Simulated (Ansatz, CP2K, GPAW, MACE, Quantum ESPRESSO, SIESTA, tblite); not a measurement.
# Generalised stacking fault on (110) of a LiCl-LiBr solid solution (56 atoms): one structure in several programs

Aim: run generalised stacking fault on (110) of a LiCl-LiBr solid solution (56 atoms) in several programs and set results and cost side by side. A plane-wave run serves as the reference.

Calculated with Quantum ESPRESSO 7.5; Kohn-Sham DFT, PBE, SSSP efficiency 1.3.0 pseudopotentials, plane waves.

### 1. Starting point

The cell holds 56 atoms: 28 Li, 10 Br and 18 Cl. Cell: a = 7.448 Å, b = 5.266 Å, c = 26.357 Å, α = 90.0°, β = 85.3°, γ = 90.0°. Rock-salt LiCl lattice (a = 5.2663 Å, the value set for the mixture), cell with z along [110], 2 x 1 x 7 periods; the third cell vector is tilted by 0.583 of 1/2[1-10] and lengthened by 0.2 Å, so the cell holds one fault; displaced by a Gaussian of 0.01 Å; 10 of 28 Cl sites given to Br at random (lattice constant by Vegard's rule between LiCl and LiBr). Then every atom was moved at random, 0.02 Å r.m.s. a Cartesian component. The structure's axis is c.

### 2. The reference run

Input file pw.in:

```
&control
  calculation = 'scf'
  pseudo_dir = './pseudo'
  outdir = './tmp'
  disk_io = 'none'
  tprnfor = .true.
  tstress = .true.
/
&system
  ibrav = 0
  nat = 56
  ntyp = 3
  ecutwfc = 45
  ecutrho = 360
  nosym = .true.
  occupations = 'smearing'
  smearing = 'fd'
  degauss = 0.003675
/
&electrons
  conv_thr = 2.8e-07
  electron_maxstep = 100
  mixing_beta = 0.2
  mixing_mode = 'local-TF'
  diagonalization = 'david'
/
ATOMIC_SPECIES
Li 6.940 Li.upf
Br 79.904 Br.upf
Cl 35.450 Cl.upf
CELL_PARAMETERS angstrom
7.44767 0.00000 0.00000
0.00000 5.26630 0.00000
2.17226 0.00000 26.26686
ATOMIC_POSITIONS crystal
Li 0.71914 0.00417 0.99294
Br 0.72715 0.00088 0.07141
Li 0.95570 0.99826 0.14243
Cl 0.69147 0.00119 0.21261
Li 0.91973 0.00003 0.28310
Cl 0.64037 0.99698 0.35533
Li 0.87395 0.00222 0.42497
Cl 0.60624 0.00088 0.49655
Li 0.83965 0.00010 0.56585
Cl 0.56851 0.00285 0.63661
Li 0.79681 0.00065 0.70836
Cl 0.52441 1.00000 0.77985
[... 40 atom lines left out ...]
Li 0.51986 0.49627 0.78006
Br 0.25106 0.49941 0.84928
Li 0.47975 0.49365 0.92016
Br 0.20739 0.50397 0.99255
K_POINTS gamma
```

Run with:

```bash
$ OMP_NUM_THREADS=1 mpirun -np 2 pw.x -in pw.in > output.txt
```

The log of the run:

```text
Program PWSCF
     gamma-point specific algorithms are used
     Parallelization info
     sticks:   dense  smooth     PW     G-vecs:    dense   smooth      PW
     Min        2003    1002    248               400895   141740   17698
     Max        2006    1005    251               400916   141751   17701
     Sum        4009    2007    499               801811   283491   35399
     bravais-lattice index     =            0
     lattice parameter (alat)  =      14.0741  a.u.
     unit-cell volume          =    6952.3365 (a.u.)^3
     number of atoms/cell      =           56
     number of atomic types    =            3
     number of electrons       =       280.00
     number of Kohn-Sham states=          168
     kinetic-energy cutoff     =      45.0000  Ry
[... lines left out ...]
     number of k points=     1  Fermi-Dirac smearing, width (Ry)=  0.0037
[... lines left out ...]
     c_bands:  1 eigenvalues not converged
[... lines left out ...]
     total energy              =   -1480.14267054 Ry
[... lines left out ...]
     total energy              =   -1479.90375862 Ry
[... lines left out ...]
     total energy              =   -1479.94503001 Ry
[... lines left out ...]
     c_bands:  2 eigenvalues not converged
[... lines left out ...]
     total energy              =   -1479.94255579 Ry
[... lines left out ...]
     total energy              =   -1479.94255570 Ry
[... lines left out ...]
   -42.1366 -42.1364 -42.1342 -42.1151 -42.1101 -42.1059 -42.0973 -42.0864
   -42.0790 -42.0670 -42.0411 -42.0101 -42.0097 -42.0050 -41.9676 -41.9256
[...]
9.2033   9.2157   9.2774   9.3076   9.3629   9.4094   9.4361   9.4426
     9.4989   9.5164   9.5720   9.6181   9.6484   9.6793   9.7093   9.8563
     the Fermi energy is     3.7218 ev
!    total energy              =   -1479.94255561 Ry
     estimated scf accuracy    <       0.00000025 Ry
     smearing contrib. (-TS)   =      -0.00000000 Ry
     internal energy E=F+TS    =   -1479.94255561 Ry
     The total energy is F=E-TS. E is the sum of the following terms:
     one-electron contribution =    -295.21006219 Ry
     hartree contribution      =     213.17011947 Ry
     xc contribution           =    -529.25829966 Ry
     ewald contribution        =    -868.64431323 Ry
     convergence has been achieved in  26 iterations
     negative rho (up, down):  2.602E-01 0.000E+00
     Forces acting on atoms (cartesian axes, Ry/au):
     atom    1 type  1   force =    -0.01191125   -0.00014582   -0.09970084
     atom    2 type  2   force =     0.01340626    0.00084776    0.09179004
     atom    3 type  1   force =     0.00248681    0.00043640    0.00369305
[...]
atom   55 type  1   force =     0.00998106    0.00131476    0.00509412
     atom   56 type  2   force =    -0.01322996   -0.00068153   -0.08682962
     Total force =     0.259867     Total SCF correction =     0.000940
     Computing stress (Cartesian axis) and pressure
     negative rho (up, down):  2.602E-01 0.000E+00
          total   stress  (Ry/bohr**3)                   (kbar)     P=        7.08
   0.00021775   0.00000006   0.00002558           32.03        0.01        3.76
   0.00000006  -0.00018981   0.00000036            0.01      -27.92        0.05
   0.00002558   0.00000036   0.00011649            3.76        0.05       17.14
     Message from routine punch:
     Nothing written, as per user request (disk_io='none')
```

Run time: 3.9 min. Hardware: 2 MPI ranks of Arm Neoverse V1, shared host; peak memory 2 GiB.

Banners, paths, timers and routine set-up lines are dropped from the logs unmarked, and long logs keep their key lines alone; longer cuts are marked.

Numbers from this run:

- r.m.s. force component: 0.5155 eV/Å
- longest force: 3.128 eV/Å
- pressure: 0.7083 GPa
- gap (highest filled to lowest empty level): 5.253 eV

### 3. Structure statistics

Pair distribution functions g(r), in bins of 0.2 Å:

```tsv
r (Å)	total	Li-Li	Li-Cl	Li-Br	Cl-Cl	Cl-Br	Br-Br
2.00	0.12	0.00	0.00	0.69	0.00	0.00	0.00
2.20	0.12	0.00	0.18	0.32	0.00	0.00	0.00
2.40	0.00	0.00	0.00	0.00	0.00	0.00	0.00
2.60	5.95	0.00	12.25	11.22	0.00	0.00	0.00
2.80	0.11	0.00	0.22	0.20	0.00	0.00	0.00
3.00	0.00	0.00	0.00	0.00	0.00	0.00	0.00
3.20	0.00	0.00	0.00	0.00	0.00	0.00	0.00
3.40	0.19	0.37	0.00	0.00	0.00	0.40	1.46
3.60	1.26	2.71	0.00	0.00	3.75	1.35	1.22
3.80	4.63	9.04	0.00	0.00	9.05	9.80	9.35
4.00	0.07	0.00	0.05	0.27	0.00	0.00	0.00
4.20	0.12	0.23	0.00	0.00	0.00	0.51	0.00
4.40	0.17	0.11	0.20	0.29	0.00	0.11	0.41
4.60	2.60	0.10	5.16	4.99	0.12	0.11	0.00
4.80	0.09	0.18	0.00	0.00	0.00	0.20	0.72
5.00	0.17	0.00	0.26	0.47	0.00	0.00	0.00
5.20	1.54	2.79	0.24	0.43	3.01	2.23	3.83
5.40	0.12	0.22	0.00	0.00	0.27	0.24	0.29
5.60	0.05	0.00	0.03	0.23	0.00	0.00	0.00
5.80	3.09	0.00	6.32	5.93	0.00	0.00	0.00
6.00	1.48	0.00	3.15	2.62	0.00	0.00	0.00
6.20	0.00	0.00	0.00	0.00	0.00	0.00	0.00
6.40	3.73	7.46	0.00	0.00	7.49	7.58	6.50
6.60	0.27	0.37	0.06	0.23	0.59	0.37	0.39
6.80	0.18	0.23	0.11	0.19	0.05	0.40	0.00
7.00	0.22	0.17	0.20	0.39	0.05	0.23	0.34
7.20	0.19	0.28	0.08	0.12	0.19	0.35	0.31
7.40	1.37	2.74	0.01	0.05	2.93	2.47	2.67
```

Bonds by pair of elements; cutoffs follow the first minimum of g(r), held within bounds set by covalent radii, and pairs that aren't listed don't count as bonded (cutoffs were set anew for this text, so counts can differ from the run's own analysis):

```tsv
pair A-B	cutoff (Å)	bonds	mean length (Å)	spread (Å)	shortest (Å)	B about A	A about B
Li-Cl	3.06	107	2.63	0.056	2.13	3.82	5.94
Li-Br	3.08	57	2.60	0.129	2.03	2.04	5.7
```

How many atoms have how many bonded neighbours:

```tsv
element	mean	5	6
Br	5.7	3	7
Cl	5.94	1	17
Li	5.86	4	24
```

### 4. The ladder

The programs:
- CP2K 2026.2: Gaussian basis with GTH pseudopotentials and a plane-wave density; labels give functional, basis (MOLOPT sets; SR short-range, UZH the newer set with its own potentials), grid cutoff/relative cutoff and solver (OT: orbital transformation; TRS4, TC2, SIGN: linear-scaling purification with its sparsity filter), or its built-in tight binding.
- GPAW 26.7.0: PAW with atomic orbitals (LCAO), plane waves or a real-space grid of spacing h.
- MACE: machine-learned potential, published weights.
- Quantum ESPRESSO 7.5: plane waves; labels (QE) give functional, pseudopotential set and cutoffs of waves/density.
- SIESTA 5.4.2: numerical atomic orbitals, whose automatically made sets are far from complete, with PseudoDojo norm-conserving potentials that we converted to its format (checked against plane waves on the same files for H, C, O, Si, Ge and Ca alone); labels give functional, basis size, energy shift and mesh cutoff.
- tblite 0.8.0: extended tight binding, driven from Python.

All use the same cell and atoms; the electronic-structure runs use the same k-mesh, and an electronic temperature of 580 K (0.05 eV) where levels are smeared.

Differences are against the plane-wave reference, forces as r.m.s. over components; share is that over the reference's r.m.s. force, slope the least-squares factor from reference forces to these. Total energies of different programs have different zeros and aren't compared.

```tsv
run	Δ force, r.m.s. (meV/Å)	share (%)	slope	Δ pressure (GPa)	Δ gap (eV)	cores	CPU time	memory (GiB)
reference	-	-	-	-	-	2	7.9 min	2.0
CP2K PBE+D3(BJ), DZVP-UZH, 800/50 Ry, diagonalisation	23.2	4.49	1.038	-1.84	-0.130	4	7 min	4.5
CP2K PBE, DZVP-MOLOPT (SR for Li, Br), 800/50 Ry, diagonalisation	27.2	5.28	1.044	0.316	-0.0852	4	9.7 min	4.6
CP2K PBE, DZVP-UZH, 800/50 Ry, diagonalisation	22.8	4.42	1.038	0.232	-0.130	4	6.8 min	4.5
CP2K PBE, TZVP-MOLOPT (SR for Li), 800/50 Ry, diagonalisation	10.3	2.00	1.015	0.210	-0.148	4	11 min	4.7
GPAW PBE, LCAO dzp, h 0.2 Å	83.6	16.2	1.158	-	-0.0856	1	71 s	1.0
GPAW PBE, LCAO dzp, h 0.2 Å, other mixer settings	84.0	16.3	1.159	-	-0.085	1	90 s	0.95
GPAW revPBE, LCAO dzp, h 0.2 Å	100	19.5	1.191	-	0.116	1	71 s	1.0
MACE MP-0b2 small potential	41.3	8.00	0.993	0.764	-	1	7.8 s	0.66
MACE MP-0b3 medium potential	35.2	6.82	0.995	0.974	-	1	8.9 s	0.85
MACE MPA-0 medium potential	30.4	5.89	0.968	0.851	-	1	8.8 s	0.85
QE PBE, sssp-1.3.0-efficiency, 45/360 Ry, cg	0.655	0.127	1.000	-0.0113	0.001	4	23 min	2.0
SIESTA PBE, TZP, shift 0.01 Ry, mesh 300 Ry	34.6	6.71	1.064	-0.127	0.0652	2	3.2 min	1.2
tblite GFN1-xTB	292	56.7	1.518	-0.880	-	1	4 s	0.11
```

Times of the machine-learned potentials are mostly Python's start and the loading of weights.

CPU time is summed over cores on a shared host, where runs went side by side, so it is rough. Symmetry, cutoffs, thresholds, outputs and thread counts weren't matched or tuned between programs; memory under MPI is the largest rank's times the ranks.

Runs without a result: CP2K GFN1-xTB, diagonalisation (not converged, the SCF not settling).

Mean charges by element (e), by run and scheme:

```tsv
run	scheme	Li	Br	Cl
CP2K PBE+D3(BJ), DZVP-UZH, 800/50 Ry, diagonalisation	Mulliken	+0.44	-0.37	-0.49
CP2K PBE+D3(BJ), DZVP-UZH, 800/50 Ry, diagonalisation	Hirshfeld	+0.12	-0.08	-0.14
CP2K PBE, DZVP-MOLOPT (SR for Li, Br), 800/50 Ry, diagonalisation	Mulliken	+0.43	-0.44	-0.42
CP2K PBE, DZVP-MOLOPT (SR for Li, Br), 800/50 Ry, diagonalisation	Hirshfeld	+0.12	-0.08	-0.14
CP2K PBE, DZVP-UZH, 800/50 Ry, diagonalisation	Mulliken	+0.44	-0.37	-0.49
CP2K PBE, DZVP-UZH, 800/50 Ry, diagonalisation	Hirshfeld	+0.12	-0.08	-0.14
CP2K PBE, TZVP-MOLOPT (SR for Li), 800/50 Ry, diagonalisation	Mulliken	+0.64	-0.61	-0.65
CP2K PBE, TZVP-MOLOPT (SR for Li), 800/50 Ry, diagonalisation	Hirshfeld	+0.12	-0.09	-0.14
SIESTA PBE, TZP, shift 0.01 Ry, mesh 300 Ry	Hirshfeld	+0.02	+0.01	-0.04
tblite GFN1-xTB	Mulliken	+0.33	-0.16	-0.42
```

Within one program, basis, potentials and functional, energies share a zero. Each run against its twin at the usual cutoff or grid and solver:

```tsv
run	twin	Δ energy (meV/atom)	Δ force, r.m.s. (meV/Å)	CPU time over the twin's
GPAW PBE, LCAO dzp, h 0.2 Å, other mixer settings	LCAO dzp, h 0.2 Å	0	1.51	1.3
QE PBE, sssp-1.3.0-efficiency, 45/360 Ry, cg	sssp-1.3.0-efficiency, 45/360 Ry	0	0.655	2.9 (this twin ran on 2 cores)
```

### 5. Outcome

| Quantity | Value |
| --- | --- |
| reference r.m.s. force component | 0.515 eV/Å |
| nearest in forces | QE PBE, sssp-1.3.0-efficiency, 45/360 Ry, cg, 0.13 % |
| farthest in forces | tblite GFN1-xTB, 57 % |
| cheapest electronic-structure run beside the reference | tblite GFN1-xTB, 4 s of CPU time |

**Reading.** With the reference's own potentials and cutoffs, another solver or threshold moves forces by 0.13 % (QE PBE, sssp-1.3.0-efficiency, 45/360 Ry, cg). The PBE runs in local orbitals differ by 2.0 % (CP2K PBE, TZVP-MOLOPT (SR for Li), 800/50 Ry, diagonalisation) to 16 % (GPAW PBE, LCAO dzp, h 0.2 Å, other mixer settings); basis, grid and potentials can all enter. Tight binding differs by 57 % (tblite GFN1-xTB); it is another model, with fitted parameters of its own, and the xTB methods hold dispersion. Machine-learned potentials differ by 5.9 % (MACE MPA-0 medium potential) to 8.0 % (MACE MP-0b2 small potential); they were trained on other programs' data. Rows with another functional or a dispersion term differ by 4.5 % (CP2K PBE+D3(BJ), DZVP-UZH, 800/50 Ry, diagonalisation) to 19 % (GPAW revPBE, LCAO dzp, h 0.2 Å), which mixes the change of model with differences of basis and potentials. Of the electronic-structure runs that take under half the reference's CPU time, SIESTA PBE, TZP, shift 0.01 Ry, mesh 300 Ry comes nearest, at 6.7 % in 3.2 min against 7.9 min. GPAW PBE, LCAO dzp, h 0.2 Å, other mixer settings stiffens the forces by a factor of 1.16 while following their directions (correlation 1.000); the slopes of the 3 GPAW runs lie between 1.16 and 1.19. At the same functional, gaps differ from the reference's 5.25 eV by between -0.15 and +0.07 eV. These are spacings on the run's k-points, which needn't hold the band edges. Charges hang on model, scheme and program or settings: among these rows the mean for Br runs from -0.61 to +0.01 e. In the reference: filled and empty levels are parted by 5.25 eV on the run's k-points; the mesh holds the band edges only if they fold onto it, so the gap at this level can be narrower or closed, while semilocal functionals tend to narrow gaps against experiment. In the reference: By these cutoffs 70 % of Br atoms have 6, 94 % of Cl atoms have 6 and 86 % of Li atoms have 6 bonded neighbours. Periodic xTB results under one method name differ between programs and library versions. The potentials hold different valence shells: 280 electrons in the reference, 224 in GPAW; this bears on time and differences. The reference's pressure holds the uncorrected Pulay stress of its 45 Ry basis, so small pressure differences, and their order, may be the reference's own error. Machine-learned potentials mimic data converged in k, so the reference's own k-point error enters their differences. The cell is under 6 Å thick along one periodic direction, so every atom has periodic images of itself close by, which move with it and show among its neighbours and in g(r). The reference's stress is far from hydrostatic: its diagonal is 3.2, -2.8, 1.7 GPa, compression counted positive. The host structure and its lattice constant were typed by rule, without a check against the phase diagram. The electronic-structure runs sample only Γ, in a cell whose shortest periodic width is 5 Å.

[Also dropped from logs without a mark: logging warnings of Python, and SIESTA's first energy breakdown and zero terms.]

[Logs are printed without paths, hosts, clocks, repeated set-up lines and the standing remarks that a program may print on its own settings, such as how far it seeks lower states.]

[Hosts, paths, dates, database ids (printed as entryN), source tags and the programs' standing remarks are cut or masked in the printed files.]
